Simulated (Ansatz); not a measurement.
Starting cell, AlSb (zinc blende):

```
AlSb
1.0
    0.00000     6.22551     6.22551
    3.11275     3.11275     6.22551
    3.11275     3.11275     0.00000
Sb Al
2 2
Direct
  0.00000   0.75000   0.75000
  0.50000   0.75000   0.75000
  0.00000   0.00000   0.00000
  0.50000   0.00000   0.00000
```

A phonon eigenvector at X = (0.5, 0.5, 0.0) is frozen into this cell: atom i moves by Q times the vector below, so Q is the largest atomic displacement, in Å. The cell is held. It is one choice among 2 degenerate patterns. (q is in reciprocal vectors of the primitive cell; the cell shown is doubled to hold the pattern.)

```json
[
 {"atom": "Sb1", "x": "-0.221", "y": "0.000", "z": "0.000"},
 {"atom": "Sb2", "x": "0.221", "y": "0.000", "z": "0.000"},
 {"atom": "Al3", "x": "0.000", "y": "1.000", "z": "0.000"},
 {"atom": "Al4", "x": "0.000", "y": "-1.000", "z": "0.000"}
]
```

The numbers are results of PBE (plane waves to 420 eV, PAW, scalar-relativistic; Ansatz, an electronic-structure program), not measurements. k mesh 13×13×13 (Γ-centred), Fermi-Dirac smearing 0.05 eV. AlSb was relaxed with its symmetry unable to fall. Spin-orbit coupling is left out, though Sb is heavy. 

| Q (Å) | −dE/dQ from forces (eV/Å) |
|---|---|
| -0.280 | 5.083 |
| -0.233 | 4.256 |
| -0.187 | 3.417 |
| -0.140 | 2.569 |
| -0.093 | 1.715 |
| -0.047 | 0.859 |
| 0.000 | 0.000 |
| 0.047 | -0.859 |
| 0.093 | -1.715 |
| 0.140 | -2.569 |
| 0.187 | -3.417 |
| 0.233 | -4.256 |
| 0.280 | -5.083 |

Problem. What harmonic wavenumber does the curvature at Q = 0 give?

Solution. 276 cm⁻¹. E″ = 18.40 eV/Å², M = Σ mᵢ|uᵢ|² = 65.8 u, ν̃ = 521.5·√(|E″|/M).

(For displaced atoms, the force is minus the slope of the energy, and its curvature is a force constant, which sets phonon frequencies.)
